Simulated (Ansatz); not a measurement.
## SiNi under changes of volume

One of the cells (11.288 Å³/atom); the others are scaled copies at fixed shape and fractional positions:

```
Ni Si
1.0
     2.94277    0.00000    0.00000
     0.00000    3.28033    0.00000
     0.00000    0.00000    4.67745
Ni Si
2 2
Direct
  0.50000 0.50000 0.34250
  0.00000 0.00000 0.65750
  0.50000 0.50000 0.84314
  0.00000 0.00000 0.15686
```

The cell is a database's computed one.

```yaml
Program: Ansatz 0.2.0
Functional: PBE
Potentials_or_basis: all-electron LAPW, scalar-relativistic
Cutoff: 295 eV (chosen from the basis error)
Basis_error_allowed: 0.001 eV/atom
k_mesh: 9 × 8 × 6
Occupations: fermi-dirac, width 0.05 eV
Spin: collinear spin, ferromagnetic start
Starting_moments: "[1.0, 1.0, 0.0, 0.0] μB"
```

```tsv
volume (Å³/atom)	energy over the lowest point (meV/atom)	pressure (GPa)	largest force (eV/Å)
10.611	66.13	21.8	0.249
10.837	39.40	16.2	0.180
11.062	20.15	11.2	0.117
11.288	7.62	6.7	0.057
11.514	?	?	?
11.740	0.00	-1.0	0.053
11.965	3.73	-4.2	0.101
```

Problem. What does the run at 11.514 Å³/atom give?

Solution. Energy over the lowest point 1.10 meV/atom; pressure 2.7 GPa; largest force 0.017 eV/Å.

Worked out: A Birch-Murnaghan fit of order 3 (a polynomial in V^(-2/3)) to the other rows has its minimum at 11.67 Å³/atom with B0 = V·E''(V) = 184 GPa and B' = 4.5 at fixed shape and positions, which overstates the stiffness. It gives 1.09 meV/atom at 11.514 Å³/atom, against the run's 1.10, and -dE/dV = 2.6 GPa, against 2.7.

Energies are extrapolated to zero smearing.

Caveats: the starting moments weren't kept.
